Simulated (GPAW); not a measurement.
# WC (Qusongite) (P-6m2) in GPAW: notebook

One crystal, WC (Qusongite), is run at these levels: PBE; tasks: single point.

Everything below comes from runs of GPAW 26.7.0. Logs are shortened: lines on timing, memory, paths and dates and some standing lists are left out, and cuts for length are marked. The log counts tension as positive stress, the text compression.

**1. Starting point**

Symmetry: P-6m2, No. 187, hexagonal system. The conventional cell has a = 2.907 Å, b = 2.907 Å, c = 2.837 Å, α = 90.00°, β = 90.00°, γ = 120.00°. W (site symmetry -6m2) is surrounded by 6 C at 2.20 Å. Around C (site symmetry -6m2) lie 6 W at 2.20 Å.

**2. Single point, PBE**

run.py

```python
from ase import Atoms
from ase.dft.bandgap import bandgap
from ase.io import write
from ase.units import GPa
from gpaw import GPAW, PW

atoms = Atoms(['W', 'C'],
              cell=[[2.9065, 0.0, 0.0],
                    [-1.45325, 2.5171028361, 0.0],
                    [0.0, 0.0, 2.8366]],
              scaled_positions=[[0.0, 0.0, 0.0],
                                [0.6666666667, 0.3333333333, 0.5]],
              pbc=True)

calc = GPAW(mode=PW(800),
            xc='PBE',
            kpts={'size': (10, 10, 9), 'gamma': True},
            occupations={'name': 'methfessel-paxton', 'order': 0, 'width': 0.016},
            nbands=19,
            convergence={'density': 1e-05, 'energy': 1e-05},
            maxiter=150,
            txt='gpaw.txt')
atoms.calc = calc
energy = atoms.get_potential_energy()
forces = atoms.get_forces()
stress = atoms.get_stress()
calc.write('gs.gpw')
write('result.traj', atoms)
print(f'Energy: {energy:.6f} eV')
print('Forces (eV/A):')
print(forces.round(4))
print('Stress (GPa):', (stress / GPa).round(3))
print('Fermi level:', round(calc.get_fermi_level(), 4), 'eV')
print(f'Gap: {bandgap(calc)[0]:.4f} eV, direct: {bandgap(calc, direct=True)[0]:.4f} eV')
```

Potentials or basis: GPAW PAW data sets (gpaw-data 1.2.1), pw.

Command:

```console
$ OMP_NUM_THREADS=1 python run.py
```

gpaw.txt:

```text
__  _  _
 | _ |_)|_||  |
 |__||  | ||/\| - 26.7.0

Input parameters:
  mode=PW(ecut=800.0),
  convergence={'density': 1e-05, 'energy': 1e-05},
  kpts=MonkhorstPack(size=(10, 10, 9), gamma=True),
  maxiter=150,
  nbands=19,
  occupations=Occupations(name='methfessel-paxton', order=0, width=0.016),
  xc=XC(name='PBE')

Diagonalizing LCAO Hamiltonian
Converting LCAO to pw mode

           C

       W

Atoms  # Å, Bohr magnetons
|   | symbol |        x |        y |        z |    initial magnetic moments |
|---|--------|----------|----------|----------|-----------------------------|
| 0 |      W | 0.000000 | 0.000000 | 0.000000 | ( 0.0000,  0.0000,  0.0000) |
| 1 |      C | 1.453250 | 0.839034 | 1.418300 | ( 0.0000,  0.0000,  0.0000) |

Unit cell  # Å
| periodic |         x |        y |        z |  lengths |     angles |
|----------|-----------|----------|----------|----------|------------|
|      yes |  2.906500 | 0.000000 | 0.000000 | 2.906500 |  90.000000 |
|      yes | -1.453250 | 2.517103 | 0.000000 | 2.906500 |  90.000000 |
|      yes |  0.000000 | 0.000000 | 2.836600 | 2.836600 | 120.000000 |

Number of symmetries: 12
Symmetry operations  # r_c * U_cc + t_c -> r_c
|    | kind |            matrix            |
|----|------|------------------------------|
|  0 |  σ   |  1, 1, 0,  0,-1, 0,  0, 0, 1 |
|  1 |  C2  |  1, 1, 0,  0,-1, 0,  0, 0,-1 |
|  2 |  E   |  1, 0, 0,  0, 1, 0,  0, 0, 1 |
|  3 |  σ   |  1, 0, 0,  0, 1, 0,  0, 0,-1 |
|  4 |  C3  |  0, 1, 0, -1,-1, 0,  0, 0, 1 |
|  5 |  S3  |  0, 1, 0, -1,-1, 0,  0, 0,-1 |
|  6 |  σ   |  0,-1, 0, -1, 0, 0,  0, 0, 1 |
|  7 |  C2  |  0,-1, 0, -1, 0, 0,  0, 0,-1 |
|  8 |  σ   | -1, 0, 0,  1, 1, 0,  0, 0, 1 |
|  9 |  C2  | -1, 0, 0,  1, 1, 0,  0, 0,-1 |
| 10 |  C3  | -1,-1, 0,  1, 0, 0,  0, 0, 1 |
| 11 |  S3  | -1,-1, 0,  1, 0, 0,  0, 0,-1 |

BZ-sampling:
  Number of BZ points: 900
  Number of IBZ points: 70

  Monkhorst-Pack size: [10, 10, 9]
  Monkhorst-Pack shift: [0.05, 0.05, 0.0]

K-points  # in reciprocal-cell coordinates
|     |                                coordinates |     weight |
|-----|--------------------------------------------|------------|
|   0 | (  0.00000000,   0.00000000,   0.00000000) | 0.00111111 |
|   1 | (  0.00000000,   0.00000000,   0.11111111) | 0.00222222 |
|   2 | (  0.00000000,   0.00000000,   0.22222222) | 0.00222222 |
|   3 | (  0.00000000,   0.00000000,   0.33333333) | 0.00222222 |
|   4 | (  0.00000000,   0.00000000,   0.44444444) | 0.00222222 |
|   5 | (  0.10000000,   0.00000000,   0.00000000) | 0.00666667 |
|   6 | (  0.10000000,   0.00000000,   0.11111111) | 0.01333333 |
|   7 | (  0.10000000,   0.00000000,   0.22222222) | 0.01333333 |
|   8 | (  0.10000000,   0.00000000,   0.33333333) | 0.01333333 |
|   9 | (  0.10000000,   0.00000000,   0.44444444) | 0.01333333 |
| ... |                                            |            |
|  69 | (  0.50000000,   0.50000000,   0.44444444) | 0.00666667 |

Plane wave coefficients: 1083
Cutoff: 800.0 eV

Spin-components: 1 (collinear spins)
Bands:           19
Projectors:      11
Spin-degeneracy: 2
Datatype:        complex128

Parallelization:
  kpt:    1
  domain: 1
  band:   1

Density:
  Valence electrons: 18.0
  Components: 1
  Grid points: [20 20 20]
  Charge: 0.0  # |e|

Potential:
  Grid points: [20 20 20]

species:
  W:
    name:    Tungsten
    Z:       74.0
    valence: 14
    core:    60
    charge:  0.0  # [|e|]
    compensation charges:
      type: gauss
      rc: 0.40  # [Å]
      lmax: 2
    cutoffs:
      filter: 2.36  # [Å]
      core: 3.02  # [Å]
    projectors
    | kind |    occ | energy [eV] | rcut [Å] |
    |------|--------|-------------|----------|
    |   5s |  2.000 |     -78.830 |    1.344 |
    |   6s |  2.000 |      -5.697 |    1.344 |
    |   5p |  6.000 |     -43.233 |    1.355 |
    |   6p |  0.000 |      -1.367 |    1.355 |
    |   5d |  4.000 |      -4.494 |    1.228 |
    |    d |        |      22.717 |    1.228 |

    Using partial waves for W as LCAO basis

  C:
    name:    Carbon
    Z:       6.0
    valence: 4
    core:    2
    charge:  0.0  # [|e|]
    compensation charges:
      type: gauss
      rc: 0.20  # [Å]
      lmax: 2
    cutoffs:
      filter: 1.14  # [Å]
      core: 1.14  # [Å]
    projectors
    | kind |    occ | energy [eV] | rcut [Å] |
    |------|--------|-------------|----------|
    |   2s |  2.000 |     -13.751 |    0.635 |
    |   2p |  2.000 |      -5.284 |    0.635 |
    |    s |        |      13.461 |    0.635 |
    |    p |        |      21.927 |    0.635 |
    |    d |        |       0.000 |    0.635 |

    Using partial waves for C as LCAO basis

Reference energy: -439799.299771  # eV

eigensolver:
  PPCG
  Converge bands: occupied
  niter=2

density mixing:
  MSR1-Mixer
  Pratt-step length: 0.05
  Maximum mixing coefficient: 0.75
  Old densities: 10
  SVD Regularization: 0.005
  Good broyden scale: 1.0
  Trust region scale: 1.0
  Backstep threshold: 4.0
  History deletion threshold: 6.0
  Fourier metric: weight=20.0, sigma=0.015

occupation numbers:
  Methfessel-Paxton:
    width: 0.0160  # eV
    order: 0

poisson solver:
  ecut: 6400.0  # eV

xc functional:
  name: PBE with 2 nearest neighbor stencil

convergence criteria:
- Maximum integral of absolute [dens]ity change: 1e-05 electrons / valence electron
- Maximum [total energy] change in last 3 cyles: 1e-05 eV / valence electron
- Maximum integral of absolute [eigenst]ate change: 4e-08 eV^2 / valence electron
maximum number of iterations: 150

SCF iterations
|iter     | |      energy | eigst |  dens |
|---------|-|-------------|-------|-------|
|iter:   1| |  -22.658195 | -0.14 |       |
|iter:   2| |  -22.177160 | -2.66 | -0.93 |
|iter:   3| |  -21.104157 | -1.68 | -0.99 |
|iter:   4| |  -21.111590 | -3.61 | -1.70 |
|iter:   5| |  -21.118951 | -3.67 | -1.93 |
|iter:   6| |  -21.118903 | -5.63 | -3.07 |
|iter:   7| |  -21.118905c| -6.85 | -3.65 |
|iter:   8| |  -21.118905c| -8.23c| -4.27 |
|iter:   9| |  -21.118905c| -7.98c| -4.97 |
|iter:  10| |  -21.118905c| -8.90c| -5.53c|

Converged in 10 steps
Energy contributions relative to reference atoms: (reference = -439799.299771)

Energy contributions:
  Kinetic:          17.185541
  Coulomb:         -18.870986
  Zero:              0.060549
  External:          0.000000
  Xc:              -19.493931
  Entropy:          -0.000155
  Spinorbit:         0.000000
  ----------------------------
  Free energy:     -21.118982
  Extrapolated:    -21.118905

dipole moment: (-4.703391, -9.800805, -10.578758)  # |e|*Ang

Fermi level: 14.158
Eigenvalues  # (at kpt = [0.000, 0.000, 0.000])
| band index |      eig [eV] | occ [0-2] |
|------------|---------------|-----------|
|          0 |       -59.648 |     2.000 |
|          1 |       -23.894 |     2.000 |
|          2 |       -23.787 |     2.000 |
|          3 |       -23.787 |     2.000 |
|          4 |        -0.279 |     2.000 |
|          5 |         9.847 |     2.000 |
|          6 |        10.817 |     2.000 |
|          7 |        10.817 |     2.000 |
|          8 |        14.221 |     0.000 |
|          9 |        17.376 |     0.000 |
|         10 |        17.376 |     0.000 |
|         11 |        19.762 |     0.000 |
|         12 |        19.762 |     0.000 |
|         13 |        20.551 |     0.000 |
|         14 |        28.532 |     0.000 |
|         15 |        30.950 |     0.000 |
|        ... |               |           |
|         18 |        38.126 |     0.000 |

No gap
No difference between direct/indirect transitions

Forces  # eV/Ang
|        x |        y |       z |
|----------|----------|---------|
| -0.00000 | -0.00000 | 0.00000 |  # W    0
| -0.00000 |  0.00000 | 0.00000 |  # C    1

Stress tensor  # eV/Ang^3
|         x |         y |         z |
|-----------|-----------|-----------|
| -0.035038 |  0.000000 |  0.000000 |
| -0.000000 | -0.035038 |  0.000000 |
|  0.000000 |  0.000000 | -0.030323 |

# Writing to gs.gpw (mode='')
```

It took 23 s on 1 thread of Arm Neoverse V1, shared host; peak memory 0.17 GiB.

Results:

```
Free energy            : -21.1190 eV
Pressure               : 5.4 GPa
Band gap on the k mesh : none (metal or under the smearing width)
```

Spin-orbit coupling is left out, which matters for the levels of W.

**3. Single point, PBE**

run.py, as its differences from that of step 2:

```diff
@@ -17,3 +17,3 @@
             kpts={'size': (10, 10, 9), 'gamma': True},
-            occupations={'name': 'methfessel-paxton', 'order': 0, 'width': 0.016},
+            occupations={'name': 'methfessel-paxton', 'order': 0, 'width': 0.017},
             nbands=19,
```

Potentials or basis: GPAW PAW data sets (gpaw-data 1.2.1), pw.

Command:

```console
$ OMP_NUM_THREADS=1 python run.py
```

Run time: 24 s. Hardware: 1 thread of Arm Neoverse V1, shared host; peak memory 0.17 GiB.

It converged, with:

- Free energy: -21.1190 eV
- Pressure: 5.4 GPa
- Band gap on the k mesh: none (metal or under the smearing width)

Stress tensor (GPa, compression positive):
```
5.61 0.00 0.00
0.00 5.61 0.00
0.00 0.00 4.86
```

Levels at points of the mesh, in eV from the Fermi level:
```
           k point  band 6  band 7  band 8  band 9  band 10  band 11  band 12  band 13
(0.00, 0.00, 0.00)   -4.31   -3.34   -3.34    0.06     3.22     3.22     5.60     5.60
(0.50, 0.50, 0.00)   -7.03   -3.63   -3.57   -0.49     2.33     4.52     4.87     6.85
```
